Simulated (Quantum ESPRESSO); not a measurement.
ZrB2 in Quantum ESPRESSO: the effect of Hubbard term

Crystal: ZrB2.

```xyz
3
Lattice="3.1700 0.0000 0.0000 -1.5850 2.7453 0.0000 0.0000 0.0000 3.5330" Properties=species:S:1:pos:R:3 pbc="T T T"
Zr    0.0000    0.0000    0.0000
B     1.5850    0.9151    1.7665
B     0.0000    1.8302    1.7665
```

Alike in all runs:

```yaml
Program: Quantum ESPRESSO 7.5
Task: single point
Functional: PBEsol
Potentials_or_basis: GBRV 1.5 PBEsol
Cutoff: 612 eV
Density_cutoff: 4898 eV
k_mesh: 10 × 10 × 8
Occupations: fermi-dirac, width 0.05 eV
Spin: no spin polarisation
Hubbard_projectors: atomic
Mixing_beta: 0.3
Most_SCF_iterations: 120
SCF_threshold: 6e-10 Ry
```

| Hubbard term | pressure (GPa) |
| --- | --- |
| none | -4.0 |
| Zr d U = 1 eV | -4.8 |
| Zr d U = 2 eV | -5.6 |
| Zr d U = 3 eV | -6.5 |
| Zr d U = 4 eV | -7.3 |
| Zr d U = 5 eV | -8.2 |
| Zr d U = 6 eV | -9.1 |
| Zr d U = 8 eV | ? |

**Question.** What does the run with Hubbard term Zr d U = 8 eV give?

**Answer.** Pressure -10.9 GPa.

Worked out: A straight line through the other rows of the pressure, of slope -0.85 GPa per eV, extrapolates to -10.8 GPa, against the run's -10.9.

Caveats: U without spin polarisation on a metal has little footing (some runs); the U is typed as a test and isn't derived for this compound (some runs).
